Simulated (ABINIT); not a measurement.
Pd:

```
Pd
1.0
     0.00000    1.94650    1.94650
     1.94650    0.00000    1.94650
     1.94650    1.94650    0.00000
Pd
1
Direct
  0.00000 0.00000 0.00000
```

Base run:

* Program: ABINIT 10.8.3 (patched build)
* Functional: AM05
* Potentials or basis: JTH PAW PBE v2.0
* Cutoff: 707 eV
* k mesh: 12 × 12 × 12
* Occupations: fermi-dirac, width 0.05 eV
* Spin: no spin polarisation

Its results: band gap on the k mesh none (metal or under the smearing width); pressure -4.2 GPa.

Problem. After a change of settings the same cell gave: band gap on the k mesh none (metal or under the smearing width); pressure -3.3 GPa. Which change was it?
A. functional from AM05 to PW91
B. functional from AM05 to PBEsol
C. functional from AM05 to SCAN
D. functional from AM05 to revPBE

Solution. B.

Caveats: the PAW data sets were made with another functional, which shifts forces and pressure a little.
